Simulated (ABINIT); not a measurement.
Runs of ABINIT 10.8.3 (patched build) on HfC. It takes space group Fm-3m (No. 225, cubic). Conventional cell: a = 4.650 Å, b = 4.650 Å, c = 4.650 Å, α = 90.00°, β = 90.00°, γ = 90.00°. Hf (site symmetry m-3m) is surrounded by 6 C at 2.33 Å. C (site symmetry m-3m) is surrounded by 6 Hf at 2.33 Å. 

| level | V0 of scaled cells (Å³/atom) | B0 (GPa) |
| --- | --- | --- |
| LDA | 11.98 | (d) |
| BLYP | 12.96 | 225 |
| AM05 | (b) | (a) |
| PBEsol | 12.24 | 254 |
| PW91 | (c) | 240 |
| revPBE | 12.73 | 231 |
| RPBE | 12.79 | 229 |

Alike in all rows: task equation of state; potentials or basis JTH PAW PBE v2.0; no spin polarisation; cell as given; k mesh 10 × 10 × 10; cutoff (eV) 626; smearing fermi-dirac 0.05 eV.

**Question.** Estimate the missing entries.

**Answer.** (a) 255; (b) 12.19; (c) 12.56; (d) 267.

Caveats: pressures at fixed basis lie under the slope of the energies; the PAW data sets were made with another functional, which shifts forces and pressure a little.

Runs at the PBE level aren't shown here.
